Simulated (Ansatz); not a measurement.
## YN: the volume at rest

YN in the rock-salt structure, starting from this typed cell of 14.80 Å³ an atom.

```
CELL_PARAMETERS angstrom
0.00000 2.45500 2.45500
2.45500 0.00000 2.45500
2.45500 2.45500 0.00000
ATOMIC_POSITIONS crystal
Y 0.00000 0.00000 0.00000
N 0.50000 0.50000 0.50000
```

Computed with Ansatz (plane-wave DFT, scalar-relativistic): k mesh 6×6×6; fixed occupations; no spin. Cell and atoms are relaxed to zero stress with the symmetry kept and no dispersion correction.

Caveats: coarse k mesh.

What volume results under PBE, and how much do the potentials matter?


```json
{"functional": "PBE", "potentials": "all-electron PAW datasets (no frozen core)", "cutoff (eV)": "320", "volume (Å³/atom)": "14.78", "change (%)": "-0.1"}
{"functional": "PBE", "potentials": "Ansatz generated PAW", "cutoff (eV)": "420", "volume (Å³/atom)": "14.78", "change (%)": "-0.1"}
{"functional": "PBE", "potentials": "Ansatz hand-made PAW", "cutoff (eV)": "870", "volume (Å³/atom)": "14.78", "change (%)": "-0.1"}
{"functional": "PBE", "potentials": "JTH PAW", "cutoff (eV)": "1320", "volume (Å³/atom)": "14.77", "change (%)": "-0.2"}
{"functional": "PBE", "potentials": "PseudoDojo norm-conserving", "cutoff (eV)": "1143", "volume (Å³/atom)": "14.77", "change (%)": "-0.2"}
{"functional": "PBE", "potentials": "Ansatz norm-conserving", "cutoff (eV)": "1240", "volume (Å³/atom)": "14.78", "change (%)": "-0.1"}
```
